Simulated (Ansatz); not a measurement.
HfC under changes of volume

One of the cells (12.568 Å³/atom); the others are scaled copies at fixed shape and fractional positions:

```
CELL_PARAMETERS angstrom
0.00000 2.32500 2.32500
2.32500 0.00000 2.32500
2.32500 2.32500 0.00000
ATOMIC_POSITIONS crystal
Hf 0.50000 0.50000 0.50000
C 0.00000 0.00000 0.00000
```

```yaml
Program: Ansatz 0.2.0
Functional: PBEsol
Potentials_or_basis: all-electron LAPW, scalar-relativistic
Cutoff: 328 eV (chosen from the basis error)
Basis_error_allowed: 0.0005 eV/atom
k_mesh: 10 × 10 × 10
Occupations: fermi-dirac, width 0.05 eV
Spin: no spin polarisation
```

| volume (Å³/atom) | energy over the lowest point (meV/atom) | pressure (GPa) |
| --- | --- | --- |
| 11.814 | ? | ? |
| 12.065 | 1.16 | 3.4 |
| 12.317 | 0.00 | -1.8 |
| 12.568 | 6.57 | -6.5 |
| 12.819 | 20.13 | -10.7 |
| 13.071 | 39.99 | -14.5 |
| 13.322 | 65.55 | -18.0 |

What does the run at 11.814 Å³/atom give?

Energy over the lowest point 10.87 meV/atom; pressure 9.1 GPa.

Worked out: A Birch-Murnaghan fit of order 3 (a polynomial in V^(-2/3)) to the other rows has its minimum at 12.23 Å³/atom with B0 = V·E''(V) = 248 GPa and B' = 3.9. It gives 10.85 meV/atom at 11.814 Å³/atom, against the run's 10.87, and -dE/dV = 9.1 GPa, against 9.1.

Energies are extrapolated to zero smearing.
